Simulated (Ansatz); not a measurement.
A trial structure of SnO was built thus: random cell by space group and Wyckoff sites (P6mm, No. 183). Lengths were set from tabulated atomic sizes, so they are only a guess.

```
Sn O
1.0
     3.90650    0.00000    0.00000
    -1.95325    3.38313    0.00000
     0.00000    0.00000    2.88772
Sn O
1 1
Direct
  0.00000 0.00000 0.54725
  0.00000 0.00000 0.98832
```

Level of theory: DFT PBE, scalar-relativistic, plane waves, PAW in Ansatz. Cutoff 420 eV, Gaussian smearing, Γ-centred meshes. Cell and atoms relax first on a coarse mesh and then on a finer one. In between, the cell is made exact in the group found at 0.06 Å. In metals the finer mesh still leaves noise of several meV/atom or more. The steps can't lower the symmetry of their start. No spin polarisation.

A guess keeps its type if space group and coordination stay and the shape of the cell changes little (axis ratios within about 15 %, angles within 6°); the volume may change.

**Question.** Does it keep its structure type, or change into something else?

**Answer.** It doesn't keep its type. The symmetry goes from P6mm (No. 183) to P6/mmm (No. 191). The volume per atom grows by 6.8 %, from 19.1 to 20.4 Å³. The shortest distance goes from 1.27 Å (Sn–O) to 2.01 Å (Sn–O). Counting neighbours within 15 % of an atom's shortest distance, the start has O 1, Sn 1 and the end O 2, Sn 2. In detail, at the end Sn is surrounded by 2 O at 2.01 Å; O has 2 Sn at 2.01 Å.

```xyz
2
Lattice="3.4205 0.0000 0.0000 -1.7102 2.9622 0.0000 0.0000 0.0000 4.0241" Properties=species:S:1:pos:R:3 pbc="T T T"
Sn    0.0000    0.0000    2.0121
O     0.0000    0.0000    0.0000
```

The last run used an 18×18×14 mesh (in the run's order of axes) for its 2-atom cell and Gaussian smearing of 0.10 eV. A structure relaxed within its symmetry needn't be a true minimum. Another cell of SnO relaxed alike, in P4/nmm (a cell as deposited in COD), lies 0.74 eV/atom lower, so this cell isn't the stable form at this level.
